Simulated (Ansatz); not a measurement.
# Zr (beta tin type): the cost of one run

Program: Ansatz 0.2.0. Level of theory: DFT PBE, with the methods named in each step. These are calculated values, not measurements.

### Step 1. The structure to begin with

The structure is tetragonal, space group I4_1/amd (No. 141). Conventional cell: a = 5.553 Å, b = 5.553 Å, c = 3.062 Å, α = 90.00°, β = 90.00°, γ = 90.00°. Zr (site symmetry -4m2) has 6 Zr at 2.88 to 3.06 Å as nearest neighbours.

As a file:

```xyz
2
Lattice="-2.7767 2.7767 1.5308 2.7767 -2.7767 1.5308 2.7767 2.7767 -1.5308" Properties=species:S:1:pos:R:3 pbc="T T T"
Zr    0.0000   -1.3883   -0.3827
Zr    0.0000    1.3883    0.3827
```

Whether this phase is the stable one at these pressures isn't tested.

Atoms are numbered in the order of the input: Zr1, Zr2.

### Step 2. The reference volume, LAPW

Input file input.yaml:

```yaml
crystal:
  lattice:
    - [-2.7766937677, 2.7766937677, 1.5307664661]
    - [2.7766937677, -2.7766937677, 1.5307664661]
    - [2.7766937677, 2.7766937677, -1.5307664661]
  atoms:
    - { symbol: Zr, position: [-0.375, -0.125, -0.25] }
    - { symbol: Zr, position: [0.375, 0.125, 0.25] }
kpoints:
  mp_grid: { grid: [14, 14, 14] }
  band_path:
    path:
      - [0.0, 0.0, 0.0]
      - [0.0, 0.0, 0.5]
      - [-0.5, 0.5, 0.5]
      - [0.0, 0.0, 0.0]
      - [0.3259804598, 0.3259804598, -0.3259804598]
      - [-0.3259804598, 0.6740195402, 0.3259804598]
      - [-0.5, 0.5, 0.5]
      - [0.0, 0.0, 0.5]
      - [0.25, 0.25, 0.25]
    npoints: 14
scf:
  occupations: { method: fermi_dirac, width: 0.1 }
hamiltonian:
  xc: pbe
  pseudopotentials: { kind: all_electron, lapw: { basis_error: 0.001 } }
output:
  forces: true
  stress: true
  eigenvalues: true
  populations: true
  dos: { projected: true, de: 0.2, e_range: [-14, 8] }
```

Run with:

```bash
> ansatz run input.yaml --threads 1 --pin off --max-ram 2048MiB --backend cpu --events-out ev --progress --plain --runs-dir out
```

**Question.** How long does this run take on 1 thread of Intel Xeon Platinum 8375C at 2.90GHz (Ice Lake), shared host, and how much memory does it need?

About 58 s, with a peak of 0.74 GiB.
